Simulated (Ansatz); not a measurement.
Crystal: HfO2.

```
Hf O
1.0
     5.11800    0.00000    0.00000
     0.00000    5.18570    0.00000
    -0.85866    0.00000    5.21387
Hf O
4 8
Direct
  0.27550 0.46030 0.70800
  0.72450 0.96030 0.79200
  0.72450 0.53970 0.29200
  0.27550 0.03970 0.20800
  0.07420 0.16840 0.84670
  0.92580 0.66840 0.65330
  0.92580 0.83160 0.15330
  0.07420 0.33160 0.34670
  0.44870 0.74190 0.98010
  0.55130 0.24190 0.51990
  0.55130 0.25810 0.01990
  0.44870 0.75810 0.48010
```

* Program: Ansatz 0.2.0
* Task: relaxation of cell and atoms
* Functional: r2SCAN
* Potentials or basis: Ansatz PAW
* Cutoff: 500 eV (not typed: the program's choice for these potentials)
* k mesh: 5 × 5 × 5
* Occupations: fermi-dirac, width 0.05 eV
* Spin: no spin polarisation

At the start: volume 11.53 Å³/atom.

How do energy, volume and symmetry change on relaxing?

It ends after 7 steps; space group P2_1/c (No. 14, to 0.05 Å).

Step by step:
| step | energy change (eV) | largest force (eV/Å) | volume (Å³) |
| --- | --- | --- | --- |
| 1 | 0.0000 | 0.4613 | 138.38 |
| 2 | -0.0016 | 0.2477 | 138.33 |
| 3 | -0.0249 | 0.0664 | 138.43 |
| 4 | -0.0265 | 0.0539 | 138.35 |
| 5 | -0.0266 | 0.0136 | 138.40 |
| 6 | -0.0266 | 0.0018 | 138.42 |
| 7 | -0.0267 | 0.0018 | 138.42 |

Final structure:
```
CELL_PARAMETERS angstrom
5.11419 0.00000 -0.00626
0.00000 5.18171 0.00000
-0.86440 0.00000 5.22446
ATOMIC_POSITIONS crystal
Hf 0.27620 0.45817 0.70821
Hf 0.72380 0.95817 0.79179
Hf 0.72380 0.54183 0.29179
Hf 0.27620 0.04183 0.20821
O 0.07006 0.16623 0.84402
O 0.92994 0.66623 0.65598
O 0.92994 0.83377 0.15598
O 0.07006 0.33377 0.34402
O 0.44795 0.74235 0.97850
O 0.55205 0.24235 0.52150
O 0.55205 0.25765 0.02150
O 0.44795 0.75765 0.47850
```

Caveat: the plane-wave basis is chosen anew once the cell has moved, so the energies of steps on either side of that aren't comparable; the PAW data sets come from PBE, with cores solved anew for the run's functional, which leaves a small shift of forces and pressure.
